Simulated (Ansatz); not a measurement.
A series in volume per atom on C

Results calculated with Ansatz 0.2.0, not measured. Periodic Kohn-Sham DFT of a crystal at fixed atoms; pressure and stress are positive in compression; the energy is the free energy less that of spherical unpolarised free atoms; site moments are those in the method's own spheres, positive along +z.

Cell of the first row (space group Fmmm, No. 69):
```
CELL_PARAMETERS angstrom
0.00000 2.08360 3.27970
1.20290 0.00000 3.27970
1.20290 2.08360 0.00000
ATOMIC_POSITIONS crystal
C 0.16667 0.83333 0.16667
C 0.83333 0.16667 0.83333
```

Settings of every row: method all-electron LAPW; functional PBEsol; relativity scalar; k mesh 18x18x18; filling fermi-dirac; smearing width 0.05 eV; basis error target 0.25 meV/atom; nucleus gaussian.

Atom start moment: 0 on all atoms.

Limits: a layered crystal: even scaling strains the bonds within the layers, so this curve is stiffer than the crystal under pressure.

Limits of some rows: small gap, it may come from the mesh (row 1, 2, 3, 4, 5, 7, 8, 9, 10).

```csv
row,volume per atom (Å³),pressure (GPa),energy less free atoms (eV/atom)
1,8.22,21.164,-9.6147
2,8.225,20.976,-9.6153
3,8.395,13.963,-9.6338
4,8.57,7.391,-9.6454
5,8.657,4.323,-9.6486
6,8.745,1.392,-9.6501
7,8.832,?,?
8,8.92,-4.087,-9.6486
9,9.095,-9.091,-9.6414
10,9.27,-13.662,-9.6289
```

Question: what pressure and energy less free atoms should row 7 give?

Worked fit of pressure. Take u = (V_r/V)^(2/3) − 1 with V_r = 8.657 Å³ an atom, which is twice the finite (Eulerian) strain; such expansions in the strain, on which the Birch-Murnaghan equation of state is built, carry the rest volume and the bulk modulus. The shown rows have u = 0.03514, 0.03472, 0.0207, 0.00676, 0, -0.00672, -0.01975, -0.03237, -0.04459. Least squares give pressure = 4.3368 + 445.776 × u + 949.25 × u² GPa; a straight line predicts inner rows, each left out in turn, worse (root mean square 0.63 against 0.016 GPa). The rows lie off it by -0.010, 0.018, -0.008, -0.003, -0.014, 0.008, 0.010, 0.007, -0.009 (root mean square 0.01 GPa). The pressure vanishes at u = -0.0099, or V = 8.788 Å³ an atom, and there the bulk modulus at fixed shape and fractions is B = −V dP/dV = (2/3)(1 + u) dP/du = 282 GPa. Letting shape and atoms relax would as a rule lower it, by much in layered, chain or molecular crystals. The withheld row has u = -0.01325, so the fit gives 4.3368 + 445.776 × (-0.01325) + 949.25 × (-0.01325)² = -1.403 GPa.

The calculation gave -1.41 GPa. The fit lies 0.007 GPa (0.02 % of the column's range) above it; its largest miss of a shown row is 0.018 GPa.

Worked fit of energy less free atoms. Take u = (V_r/V)^(2/3) − 1 with V_r = 8.657 Å³ an atom, which is twice the finite (Eulerian) strain; such expansions in the strain, on which the Birch-Murnaghan equation of state is built, carry the rest volume and the bulk modulus. The shown rows have u = 0.03514, 0.03472, 0.0207, 0.00676, 0, -0.00672, -0.01975, -0.03237, -0.04459. Least squares give energy less free atoms = −9.64857 + 0.351 × u + 17.594 × u² − 3.7 × u³ eV/atom; a parabola predicts inner rows, each left out in turn, worse (root mean square 6e-05 against 3.7e-05 eV/atom). All shown rows lie on it to the printed digit. Its lowest point lies at u = -0.0099, or V = 8.788 Å³ an atom, and the curvature there gives the bulk modulus at fixed shape and fractions, B = (4/9)(1 + u)² E″(u)/V = 281 GPa. Letting shape and atoms relax would as a rule lower it, by much in layered, chain or molecular crystals. The withheld row has u = -0.01325, so the fit gives −9.64857 + 0.351 × (-0.01325) + 17.594 × (-0.01325)² − 3.7 × (-0.01325)³ = -9.6501 eV/atom.

The calculation gave -9.6501 eV/atom. The fit meets it to the printed digit.
